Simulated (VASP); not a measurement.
Wanted: the native input for a VASP 6.6.1 run.

* Task: single point
* Functional: PBE
* Potentials or basis: VASP PAW PBE potentials, release 64 (Rh_pv)
* Cutoff: 520 eV
* k mesh: 18 × 18 × 10
* Occupations: gaussian, width 0.1 eV
* Spin: no spin polarisation
* Dipole correction: no
* Further INCAR settings: ALGO = Fast; EDIFF = 1e-07; NBANDS = 22

The structure of Rh lies in POSCAR:

```
Rh
1.0
    2.7792850290      0.0000000000      0.0000000000
   -1.3896425145      2.4069314395      0.0000000000
    0.0000000000      0.0000000000      4.4725393531
Rh
2
Direct
    0.6666666667      0.3333333333      0.7500000000
    0.3333333333      0.6666666667      0.2500000000
```

This isn't the form of Rh at room conditions, which is fcc.

The cell isn't the ideal one: equal strain along all axes, cell held, atoms relaxed: +2.0 %.

One way to write it, as run:

INCAR

```
ALGO     = Fast           # electronic algorithm
EDIFF    = 1E-7           # SCF threshold, eV
ENCUT    = 520            # plane-wave cutoff, eV
GGA      = PE             # functional
ISIF     = 2              # what is computed and relaxed
ISMEAR   = 0              # smearing method
LASPH    = T              # aspherical terms in the spheres
LCHARG   = F              # write CHGCAR
LREAL    = F              # projectors in reciprocal space
LWAVE    = F              # write WAVECAR
NBANDS   = 22             # bands
NELM     = 100            # most SCF steps
PREC     = Accurate       # precision mode
SIGMA    = 0.1            # smearing width, eV
```

KPOINTS

```
k-points
0
Gamma
  18 18 10
```

Potentials or basis: VASP PAW PBE potentials, release 64 (Rh_pv).

Launch:

```console
$ cat potpaw_PBE.64/Rh_pv/POTCAR > POTCAR
$ mpirun -np 1 vasp_std > vasp.out
```

Results of the run:

| Quantity | Value |
| --- | --- |
| Pressure | -12.9 GPa |
| Band gap on the k mesh | none (metal or under the smearing width) |

Run time: 2.1 min on 1 thread of Intel(R) Xeon(R) Platinum 8488C (Sapphire Rapids), on a shared host, peak memory 0.23 GiB.
